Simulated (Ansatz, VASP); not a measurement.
Rh: VASP beside Ansatz

```
Rh
1.0
     0.00000    1.89785    1.89785
     1.89785    0.00000    1.89785
     1.89785    1.89785    0.00000
Rh
1
Cartesian
  0.0000 0.0000 0.0000
```

The cell was built by a generator and needn't be a form met in nature.

Alike in both runs: task relaxation of cell and atoms; functional PBEsol; k mesh 18 × 18 × 18; occupations gaussian, width 0.1 eV; no spin polarisation.

```csv
,VASP,Ansatz
version,VASP 6.6.1,Ansatz 0.2.0
potentials or method,"VASP PAW PBE potentials, release 64 (Rh_pv)","scalar-relativistic, plane waves, PAW"
plane-wave cutoff (eV),600,420
valence electrons in the cell,15,17
```

|  | VASP | Ansatz | Ansatz less VASP |
| --- | --- | --- | --- |
| gap on the k mesh at the Fermi level, each at its own relaxed structure (eV) | none | none | - |
| relaxed volume (Å³/atom) | 13.50 | 13.50 | +0.007 |
| relaxed cell length with the largest relative difference (Å) | 2.672 | 2.673 | +0.0004 |
| energy change over the relaxation (meV/atom) | -2 | -2 | +0.2 |

A gap of «none» marks a metal or a gap that the smearing closes. The two sets of potentials don't hold the same shells in valence.

Caveats: the PAW data sets were made with another functional, which shifts forces and pressure a little (VASP).
